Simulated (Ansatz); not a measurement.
# AlN: the cost of one run

Method: DFT PBEsol, scalar-relativistic, plane waves, PAW, in Ansatz 0.2.0.

12 further runs of the same task are left out: 12 set aside as unsound or not needed.

## Step 1: The starting structure

Symmetry: F-43m, No. 216, cubic system. Conventional cell: a = 4.377 Å, b = 4.377 Å, c = 4.377 Å, α = 90.00°, β = 90.00°, γ = 90.00°. Around Al (site symmetry -43m) lie 4 N at 1.90 Å. N (site symmetry -43m) is surrounded by 4 Al at 1.90 Å.

Coordinates:

```cif
data_structure
_symmetry_space_group_name_H-M 'P 1'
_symmetry_Int_Tables_number 1
_cell_length_a 3.0952
_cell_length_b 3.0952
_cell_length_c 3.0952
_cell_angle_alpha 60.000
_cell_angle_beta 60.000
_cell_angle_gamma 60.000
_cell_volume 20.97
loop_
_atom_site_label
_atom_site_type_symbol
_atom_site_fract_x
_atom_site_fract_y
_atom_site_fract_z
_atom_site_occupancy
Al1 Al 0.00000 0.00000 0.00000 1
N1 N 0.75000 0.75000 0.75000 1
```

It goes back to an entry of the Materials Project, which need not be the stable form.

This cell was relaxed beforehand with the same method: volume 10.48 Å³/atom, gap on the mesh 3.19 eV.

## Step 2: Setting up the map

The energy is mapped over a normal mode and a strain (zone-centre modes of the cell shown).

The axes are (1) amplitude of mode 4 (649 cm⁻¹), largest displacement in the unstrained cell: 11 values from −0.095 Å; (2) strain +e along z and -e/2 along x and y: 7 values from −7.00 %.

Nothing else is relaxed (the pattern is fixed in fractional coordinates). Energies count from the relaxed high-symmetry cell. Points are written as (first, second).

The modes come from a phonon run on the reference cell, made beforehand.

The patterns, per unit of each coordinate (Å):

| atom | x1 | y1 | z1 |
| --- | --- | --- | --- |
| Al1 | -0.519 | 0.000 | 0.000 |
| N2 | 1.000 | 0.000 | 0.000 |

## Step 3: Grid point (−0.019 Å, 2.33 %)

Input file input.yaml:

```yaml
crystal:
  lattice:
    - [0.0, 2.2396523787, 2.1631588278]
    - [2.1631588278, 0.0, 2.1631588278]
    - [2.1631588278, 2.2396523787, 0.0]
  atoms:
    - { symbol: Al, position: [-0.0022533278, 0.0022533278, 0.0022533278] }
    - { symbol: "N", position: [0.754340562, 0.745659438, 0.745659438] }
basis:
  ecutwfc: 520.0
kpoints:
  mp_grid: { grid: [10, 10, 10] }
hamiltonian:
  xc: pbesol
  pseudopotentials: { kind: paw, azcp: { folder: soft_1 } }
scf:
  occupations: { method: gaussian, width: 0.05 }
output:
  forces: true
  stress: true
  eigenvalues: true
```

Command:

```
$ ansatz run input.yaml --threads 1 --pin off --max-ram 2048MiB --backend cpu --events-out ev --progress --plain --runs-dir out
```

Q: Estimate wall time and peak memory on 1 thread of Intel Xeon 6975P-C (Granite Rapids), shared host.

About 3.3 s, with a peak of 0.43 GiB.
